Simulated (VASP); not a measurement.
Wanted: the native input for a VASP 6.6.1 run.

- Task: single point
- Functional: PBE
- Potentials or basis: VASP PAW PBE potentials, release 64 (Se, Li_sv)
- Cutoff: 520 eV
- k mesh: 8 × 8 × 8
- Occupations: gaussian, width 0.03 eV
- Spin: no spin polarisation
- Further INCAR settings: ALGO = Fast; EDIFF = 1e-06

The structure of Li2Se lies in POSCAR:

```
Li2Se
1.0
    0.0000000000      3.0025000000      3.0025000000
    3.0025000000      0.0000000000      3.0025000000
    3.0025000000      3.0025000000      0.0000000000
Se Li
1 2
Direct
    0.0000000000      0.0000000000      0.0000000000
    0.7500000000      0.7500000000      0.7500000000
    0.2500000000      0.2500000000      0.2500000000
```

These files were run (other wordings do the same):

INCAR

```
SYSTEM = Li2Se
ALGO = Fast
EDIFF = 1E-6
ENCUT = 520
GGA = PE
ISIF = 2
ISMEAR = 0
LASPH = .TRUE.
LCHARG = .TRUE.
LELF = .TRUE.
LREAL = .FALSE.
LVHAR = .TRUE.
LWAVE = .FALSE.
NELM = 100
PREC = Accurate
SIGMA = 0.03
```

KPOINTS

```
k-points
0
G
  8 8 8
  0 0 0
```

Potentials or basis: VASP PAW PBE potentials, release 64 (Se, Li_sv).

Run with:

```bash
$ cat potpaw_PBE.64/Se/POTCAR potpaw_PBE.64/Li_sv/POTCAR > POTCAR
$ mpirun -np 1 vasp_std > vasp.out
```

Results of the run:

```yaml
Band_gap_on_the_k_mesh: 2.97 eV, indirect (least direct gap 3.39 eV)
```

Wall time 29 s on 1 thread of Intel(R) Xeon(R) Platinum 8488C (Sapphire Rapids), on a shared host, peak memory 0.17 GiB.
